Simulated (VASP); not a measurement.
# CaSe (Fm-3m) in VASP: further runs

The runs below take CaSe through single point, with r2SCAN, PBE.

Program: VASP 6.6.1. These are calculated values, not measurements. Logs are shortened: lines on timing, memory, paths and dates and some standing lists are left out, and cuts for length are marked.

**The experiment to reproduce.**

A printed reference work, monograph, original work of 1988 reports, for a bulk crystal of CaSe at 2 K: band gap 3.85 eV (indirect).

How close the calculation comes is told below.

## (1) The cell of the first run

Symmetry: Fm-3m, No. 225, cubic system. Conventional cell: a = 5.935 Å, b = 5.935 Å, c = 5.935 Å, α = 90.00°, β = 90.00°, γ = 90.00°. Within 3.9 Å of Ca (site symmetry m-3m) lie 6 Se at 2.97 Å. Se (site symmetry m-3m) has 6 Ca at 2.97 Å within 3.9 Å.

## (2) Single point, r2SCAN

POSCAR reads:

```
CaSe
1.0
    0.0000000000      2.9675305933      2.9675305933
    2.9675305933      0.0000000000      2.9675305933
    2.9675305933      2.9675305933      0.0000000000
Ca Se
1 1
Direct
    0.0000000000      0.0000000000      0.0000000000
    0.5000000000      0.5000000000      0.5000000000
```

INCAR.step1 reads:

```
SYSTEM = CaSe
PREC = Accurate ; ENCUT = 520
ISMEAR = 0 ; SIGMA = 0.01
LREAL = .False. ; LASPH = .True.
NELM = 60 ; NBANDS = 15
GGA = PE ; ALGO = Normal
EDIFF = 1E-4 ; LWAVE = .True.
LCHARG = .False.
```

INCAR.step2 reads:

```
SYSTEM = CaSe
PREC = Accurate ; ENCUT = 520
EDIFF = 1E-6 ; ISMEAR = 0
SIGMA = 0.01 ; LREAL = .False.
LASPH = .True. ; NELM = 60
ALGO = Normal ; ISIF = 2
LWAVE = .False. ; LCHARG = .True.
METAGGA = R2SCAN ; LMIXTAU = .True.
LELF = .True. ; LVHAR = .True.
NBANDS = 15 ; ISTART = 1
```

KPOINTS reads:

```
Automatic mesh
0
Gamma
  6 6 6
  0 0 0
```

Potentials or basis: VASP PAW PBE potentials, release 64 (Ca_sv, Se).

Started as:

```bash
> cat potpaw_PBE.64/Ca_sv/POTCAR potpaw_PBE.64/Se/POTCAR > POTCAR
> cp INCAR.step1 INCAR
> mpirun -np 1 vasp_std > vasp.out
> cp INCAR.step2 INCAR
> mpirun -np 1 vasp_std > vasp.out
```

OUTCAR:

```text
SYSTEM = CaSe
   PREC = Accurate
   ENCUT = 520
   EDIFF = 1E-6
   ISMEAR = 0
   LREAL = .False.
   LASPH = .True.
   NELM = 60
   ISIF = 2
   METAGGA = R2SCAN
   ISTART = 1

 ion  position               nearest neighbor table
   1  0.000  0.000  0.000-   2 2.97   2 2.97   2 2.97   2 2.97   2 2.97   2 2.97
   2  0.500  0.500  0.500-   1 2.97   1 2.97   1 2.97   1 2.97   1 2.97   1 2.97

  LATTYP: Found a face centered cubic cell.
 ALAT       =     5.9350611866

  Lattice vectors:

 A1 = (   0.0000000000,   2.9675305933,   2.9675305933)
 A2 = (   2.9675305933,   0.0000000000,   2.9675305933)
 A3 = (   2.9675305933,   2.9675305933,   0.0000000000)

Analysis of symmetry for initial positions (statically):
=====================================================================
 Subroutine PRICEL returns:
 Original cell was already a primitive cell.

 Routine SETGRP: Setting up the symmetry group for a
 face centered cubic supercell.

 Subroutine GETGRP returns: Found 48 space group operations
[... 9 lines left out ...]

 Routine SETGRP: Setting up the symmetry group for a
 face centered cubic supercell.

 Subroutine GETGRP returns: Found 48 space group operations
[... 11 lines left out ...]
                                     Primitive cell

  volume of cell :      52.2656

  direct lattice vectors                    reciprocal lattice vectors
     0.000000000  2.967530593  2.967530593    -0.168490260  0.168490260  0.168490260
     2.967530593  0.000000000  2.967530593     0.168490260 -0.168490260  0.168490260
     2.967530593  2.967530593  0.000000000     0.168490260  0.168490260 -0.168490260

  length of vectors
     4.196722012  4.196722012  4.196722012     0.291833690  0.291833690  0.291833690

  position of ions in fractional coordinates (direct lattice)
     0.000000000  0.000000000  0.000000000
     0.500000000  0.500000000  0.500000000

  ion indices of the primitive-cell ions
   primitive index   ion index
                 1           1
                 2           2

----------------------------------------------------------------------------------------

 KPOINTS: Automatic mesh

Automatic generation of k-mesh.
 Grid dimensions read from file:
 generate k-points for:    6    6    6

 Generating k-lattice:

  Cartesian coordinates                     Fractional coordinates (reciprocal lattice)
    -0.028081710  0.028081710  0.028081710     0.166666667  0.000000000  0.000000000
     0.028081710 -0.028081710  0.028081710     0.000000000  0.166666667  0.000000000
     0.028081710  0.028081710 -0.028081710     0.000000000  0.000000000  0.166666667

  Length of vectors
     0.048638948  0.048638948  0.048638948

  Shift w.r.t. Gamma in fractional coordinates (k-lattice)
     0.000000000  0.000000000  0.000000000

 Subroutine IBZKPT returns following result:
 ===========================================

 Found     16 irreducible k-points:

 Following reciprocal coordinates:
            Coordinates               Weight
  0.000000  0.000000  0.000000      1.000000
  0.166667  0.000000  0.000000      8.000000
  0.333333  0.000000  0.000000      8.000000
  0.500000  0.000000  0.000000      4.000000
  0.166667  0.166667  0.000000      6.000000
  0.333333  0.166667  0.000000     24.000000
[... 8 lines left out ...]
 -0.333333  0.333333  0.166667     24.000000
 -0.333333  0.500000  0.166667     12.000000
   k-points           NKPTS =     16   k-points in BZ     NKDIM =     16   number of bands    NBANDS=     15
   number of dos      NEDOS =    301   number of ions     NIONS =      2
   total plane-waves  NPLWV =  32768
   dimension x,y,z NGX =    32 NGY =   32 NGZ =   32
   dimension x,y,z NGXF=    64 NGYF=   64 NGZF=   64
   ions per type =               1   1
   NGX,Y,Z   is equivalent  to a cutoff of  12.68, 12.68, 12.68 a.u.
   NGXF,Y,Z  is equivalent  to a cutoff of  25.35, 25.35, 25.35 a.u.
 SYSTEM =  CaSe
   PREC   = accura    normal or accurate (medium, high low for compatibility)
   ISTART =      1    job   : 0-new  1-cont  2-samecut
   ICHARG =      0    charge: 1-file 2-atom 10-const
   ISPIN  =      1    spin polarized calculation?
   LNONCOLLINEAR =      F non collinear calculations
   LSORBIT =      F    spin-orbit coupling
   LASPH  =      T    aspherical Exc in radial PAW
   ENCUT  =  520.0 eV  38.22 Ry    6.18 a.u.   7.80  7.80  7.80*2*pi/ulx,y,z
   NELM   =     60;   NELMIN=  2; NELMDL=  0     # of ELM steps
   EDIFF  = 0.1E-05   stopping-criterion for ELM
   LREAL  =      F    real-space projection
   EDIFFG = 0.1E-04   stopping-criterion for IOM
   NSW    =      0    number of steps for IOM
   IBRION =     -1    ionic relax: 0-MD 1-quasi-New 2-CG
   NFREE  =      0    steps in history (QN), initial steepest desc. (CG)
   ISIF   =      2    stress and relaxation
   ISYM   =      2    0-nonsym 1-usesym 2-fastsym
   POTIM  = 0.5000    time-step for ionic-motion
   TEBEG  =    0.0;   TEEND  =   0.0 temperature during run
   PSTRESS=    0.0 pullay stress
   NELECT =      16.0000    total number of electrons
   NUPDOWN=      -1.0000    fix difference up-down
   EMIN   =  10.00;   EMAX   =-10.00  energy-range for DOS
   EFERMI =   0.00;   METHOD = LEGACY
   ISMEAR =     0;   SIGMA  =   0.01  broadening in eV -4-tet -1-fermi 0-gaus
   EFERMI_NEDOS =   21; number of points for ismear=-14 and -15
   IALGO  =     38    algorithm
   IMIX   =      4    mixing-type and parameters
     AMIX     =   0.40;   BMIX     =  1.00
     AMIX_MAG =   1.60;   BMIX_MAG =  1.00
  volume/ion in A,a.u.               =      26.13       176.35
  Fermi-wavevector in a.u.,A,eV,Ry     =   1.103341  2.085012 16.563197  1.217361
  Thomas-Fermi vector in A             =   2.239797
   LORBIT       =      0    0 simple, 1 ext, 2 COOP (PROOUT), +10 PAW based schemes
   METAGGA = R2SCAN    functional components
   LHFCALC =     F    Hartree Fock is set to
   AEXX    =    0.0000 exact exchange contribution
   IVDW    =     0    specifies the selected vdW correction
   LEPSILON=     F    determine dielectric tensor
   LRPA    =     F    only Hartree local field effects (RPA)
 non-spin polarized calculation
 Gauss-broadening in eV      SIGMA  =   0.01
  energy-cutoff  :      520.00
  volume of cell :       52.27
 maximum number of plane-waves:      1420
   NGX = 15   NGY = 15   NGZ = 15

 number of electron      15.9999997 magnetization

 Free energy of the ion-electron system (eV)
  ---------------------------------------------------
  ext. energy  EPLUGINS =         0.00000000
  ---------------------------------------------------
  free energy    TOTEN  =       -25.97853651 eV

  energy without entropy =      -25.97853651  energy(sigma->0) =      -25.97853651

 E-fermi :   2.1680     XC(G=0):  -9.5352

 val. band max:        2.1150428270   @ k =   0.0000   0.0000   0.0000
 cond. band min:       4.6316402623   @ k =   0.5000   0.5000   0.0000
 fundamental gap:      2.5165974353
 Fermi energy:         2.1679771808

 k-point     1 :       0.0000    0.0000    0.0000
  band No.  band energies     occupation
      1     -39.2137      2.00000
      2     -19.3232      2.00000
      3     -19.3232      2.00000
      4     -19.3232      2.00000
      5     -10.0436      2.00000
      6       2.1150      2.00000
      7       2.1150      2.00000
      8       2.1150      2.00000
      9       6.1941      0.00000
     10       6.3448      0.00000
     11       6.3448      0.00000
     12       6.3448      0.00000
     13       6.9337      0.00000
     14       6.9337      0.00000
     15      12.5777      0.00000

 k-point     2 :       0.1667    0.0000    0.0000
  band No.  band energies     occupation
      1     -39.2122      2.00000
      2     -19.3515      2.00000
      3     -19.3250      2.00000
      4     -19.3249      2.00000
      5      -9.8818      2.00000
      6       0.9882      2.00000
      7       1.7442      2.00000
      8       1.7442      2.00000
      9       6.3184      0.00000
     10       6.7108      0.00000
     11       6.7109      0.00000
     12       7.5748      0.00000
     13       7.6250      0.00000
     14       7.6250      0.00000
     15      12.5952      0.00000

 k-point     3 :       0.3333    0.0000    0.0000
  band No.  band energies     occupation
      1     -39.2090      2.00000
      2     -19.4070      2.00000
      3     -19.3284      2.00000
      4     -19.3283      2.00000
      5      -9.5316      2.00000
      6      -0.5126      2.00000
      7       1.1782      2.00000
      8       1.1782      2.00000
      9       6.6312      0.00000
     10       7.5603      0.00000
     11       7.5603      0.00000
     12       8.8407      0.00000
     13       9.1010      0.00000
     14       9.1010      0.00000
     15      12.2454      0.00000

 k-point     4 :       0.5000    0.0000    0.0000
  band No.  band energies     occupation
      1     -39.2074      2.00000
      2     -19.4342      2.00000
      3     -19.3301      2.00000
      4     -19.3300      2.00000
      5      -9.3397      2.00000
      6      -1.1245      2.00000
      7       0.9466      2.00000
      8       0.9466      2.00000
      9       7.2173      0.00000
     10       8.1820      0.00000
     11       8.2066      0.00000
     12       8.2067      0.00000
     13      10.2163      0.00000
     14      10.2163      0.00000
     15      10.8073      0.00000
[... 163 lines left out ...]
 k-point    14 :       0.5000    0.3333    0.1667
  band No.  band energies     occupation
      1     -39.2069      2.00000
      2     -19.3971      2.00000
      3     -19.3575      2.00000
      4     -19.3397      2.00000
      5      -9.4381      2.00000
      6      -0.4104      2.00000
      7       0.7532      2.00000
      8       0.9509      2.00000
      9       6.1904      0.00000
     10       7.7686      0.00000
     11       8.2524      0.00000
     12       8.3990      0.00000
     13       8.8516      0.00000
     14      10.2949      0.00000
     15      10.9730      0.00000

 k-point    15 :      -0.3333    0.3333    0.1667
  band No.  band energies     occupation
      1     -39.2059      2.00000
      2     -19.3996      2.00000
      3     -19.3660      2.00000
      4     -19.3461      2.00000
      5      -9.3572      2.00000
      6      -0.3748      2.00000
      7       0.3240      2.00000
      8       0.7987      2.00000
      9       7.0951      0.00000
     10       7.1853      0.00000
     11       8.4506      0.00000
     12       8.6194      0.00000
     13       8.6769      0.00000
     14      10.5737      0.00000
     15      11.4492      0.00000

 k-point    16 :      -0.3333    0.5000    0.1667
  band No.  band energies     occupation
      1     -39.2054      2.00000
      2     -19.3897      2.00000
      3     -19.3664      2.00000
      4     -19.3597      2.00000
      5      -9.3858      2.00000
      6      -0.1564      2.00000
      7       0.5571      2.00000
      8       0.6301      2.00000
      9       5.9298      0.00000
     10       7.9079      0.00000
     11       8.0300      0.00000
     12       8.5269      0.00000
     13       8.7411      0.00000
     14       9.8106      0.00000
     15      12.3024      0.00000

------------------------ aborting loop because EDIFF is reached ----------------------------------------

  FORCE on cell =-STRESS in cart. coord.  units (eV):
  Direction    XX          YY          ZZ          XY          YZ          ZX
  --------------------------------------------------------------------------------------
  -------------------------------------------------------------------------------------
  Total        0.0768683      0.0768683      0.0768683      0.0000000      0.0000000      0.0000000
  in kB        2.3563646      2.3563646      2.3563646      0.0000000      0.0000000      0.0000000
  external PRESSURE =       2.3563646 kB  Pullay stress =       0.0000000 kB

 VOLUME and BASIS-vectors are now :
 -----------------------------------------------------------------------------
  energy-cutoff  :      520.00
  volume of cell :       52.27
      direct lattice vectors                 reciprocal lattice vectors
     0.000000000  2.967530593  2.967530593    -0.168490260  0.168490260  0.168490260
     2.967530593  0.000000000  2.967530593     0.168490260 -0.168490260  0.168490260
     2.967530593  2.967530593  0.000000000     0.168490260  0.168490260 -0.168490260

 POSITION                                       TOTAL-FORCE (eV/Angst)
 -----------------------------------------------------------------------------------
      0.00000      0.00000      0.00000        -0.000000     -0.000000     -0.000000
      2.96753      2.96753      2.96753         0.000000      0.000000      0.000000
 -----------------------------------------------------------------------------------
    total drift:                                0.000000     -0.000000     -0.000000

  FREE ENERGIE OF THE ION-ELECTRON SYSTEM (eV)
  ---------------------------------------------------
  free  energy   TOTEN  =       -25.9785365082 eV

  energy  without entropy=      -25.9785365082  energy(sigma->0) =      -25.97853651
```

It took 2.2 min on 1 thread of AMD EPYC 7R13, shared host; peak memory 0.16 GiB.

What came out:

```
Free energy            : -25.9785 eV
Pressure               : 0.2 GPa
Band gap on the k mesh : 2.52 eV, indirect (least direct gap 3.46 eV)
```

Levels at points of the mesh, in eV from the valence-band top:
```csv
k point,band 5,band 6,band 7,band 8,band 9,band 10,band 11,band 12
"(0.00, 0.00, 0.00)",-12.16,0.00,0.00,0.00,4.08,4.23,4.23,4.23
"(0.50, 0.00, 0.00)",-11.45,-3.24,-1.17,-1.17,5.10,6.07,6.09,6.09
"(0.50, 0.50, 0.00)",-11.57,-2.52,-0.94,-0.94,2.52,5.60,5.76,6.62
```

Caveat: the PAW data sets were made with another functional, which shifts forces and pressure a little.

## (3) Single point, r2SCAN (volume changed by +3%)

POSCAR reads:

```
CaSe
1.0
    0.0000000000      2.9969139953      2.9969139953
    2.9969139953      0.0000000000      2.9969139953
    2.9969139953      2.9969139953      0.0000000000
Ca Se
1 1
Direct
    0.0000000000      0.0000000000      0.0000000000
    0.5000000000      0.5000000000      0.5000000000
```

INCAR.step1 reads:

```
PREC = Accurate
ENCUT = 520
ISMEAR = 0
SIGMA = 0.01
LREAL = False
LASPH = True
NELM = 60
NBANDS = 15
GGA = PE
ALGO = Normal
EDIFF = 1E-4
LWAVE = True
LCHARG = False
```

INCAR.step2 reads:

```
PREC = Accurate
ENCUT = 520
EDIFF = 1E-7
ISMEAR = 0
SIGMA = 0.01
LREAL = False
LASPH = True
NELM = 60
ALGO = Normal
ISIF = 2
LWAVE = False
LCHARG = False
METAGGA = R2SCAN
LMIXTAU = True
NBANDS = 15
ISTART = 1
```

KPOINTS reads:

```
regular mesh
0
Gamma
  6 6 6
```

Potentials or basis: VASP PAW PBE potentials, release 64 (Ca_sv, Se).

Started as:

```bash
> cat potpaw_PBE.64/Ca_sv/POTCAR potpaw_PBE.64/Se/POTCAR > POTCAR
> cp INCAR.step1 INCAR
> mpirun -np 1 vasp_std > vasp.out
> cp INCAR.step2 INCAR
> mpirun -np 1 vasp_std > vasp.out
```

It took 2.6 min on 1 thread of AMD EPYC 7R13, shared host; peak memory 0.16 GiB.

Results (log left out):

```
Free energy            : -25.9738 eV
Pressure               : -1.2 GPa
Band gap on the k mesh : 2.58 eV, indirect (least direct gap 3.49 eV)
```

Levels at points of the mesh, in eV from the valence-band top:
```tsv
k point	band 6	band 7	band 8	band 9	band 10	band 11
(0.00, 0.00, 0.00)	0.00	0.00	0.00	3.91	4.24	4.24
(0.50, 0.00, 0.00)	-3.13	-1.11	-1.11	5.05	5.98	6.01
(0.50, 0.50, 0.00)	-2.44	-0.91	-0.91	2.58	5.54	5.63
```

Caveat: the PAW data sets were made with another functional, which shifts forces and pressure a little. A k mesh can miss the band edges.

(Continued in part 2 of 3.)
